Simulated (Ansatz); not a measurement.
**TiPbO3, a database entry at a rescaled volume**

```
Pb Ti O
1.0
     3.98663    0.00000    0.00000
     0.00000    3.98663    0.00000
     0.00000    0.00000    8.10607
Pb Ti O
2 2 6
Cartesian
  0.0000 0.0000 0.0000
  0.0000 0.0000 4.0530
  1.9933 1.9933 2.1197
  1.9933 1.9933 6.1728
  1.9933 1.9933 0.2472
  1.9933 1.9933 4.3003
  1.9933 0.0000 2.2819
  1.9933 0.0000 6.3349
  0.0000 1.9933 2.2819
  0.0000 1.9933 6.3349
```

The numbers come from plane-wave PAW DFT (Ansatz): r2SCAN, with U_eff = 1.57 eV on Ti d (all-electron-ortho-atomic projectors), collinear spin, 500 eV, 6×6×3 Γ-centred k points, fermi-dirac occupations (width 0.0932 eV). Nothing was relaxed.

The state carries no moments; the state need not be the lowest.

Problem. Is the cell too large or too small?

Solution. The pressure is -7.2 GPa (compression positive), so with the atoms held at these fractions the cell would first shrink.

Problem. Which orbitals make up the band edges?

Solution. Within 0.7 eV of the edges, the states project mainly on O p (87 %) below the gap and on Ti d (90 %) above it.

Problem. Which atom feels the largest force, and which way?

Solution. The largest is on Ti3 (and as large on other atoms): 0.47 eV/Å, components (0.00, 0.00, -0.47). It makes 0° with the line to a nearest neighbour, O5 at 1.87 Å, pointing towards it.

Problem. Which element gives electrons and which takes them?

Solution. Bader charges in e: Ti +2.38, Pb +1.44, O -1.27. In the mean Ti gives up most and O takes most.

Problem. What is the band gap?

Solution. The gap is 2.23 eV, indirect or between spins (the least direct gap found is 2.33 eV).

Problem. Describe some of the short contacts.

Solution. Ti–O at 1.87 Å: least valence density 0.89 e/Å³ and ELF 0.25 there. Pb–O at 2.67 Å: least valence density 0.22 e/Å³ and ELF 0.12 there, a closed-shell (ionic or weak) contact. These are pseudo-fields; inside the PAW spheres they differ from the all-electron ones.

Origin: a database entry at a rescaled volume. Caveats: the input typed no starting moments; no spin-orbit coupling, which can shift this gap by tenths of an eV.
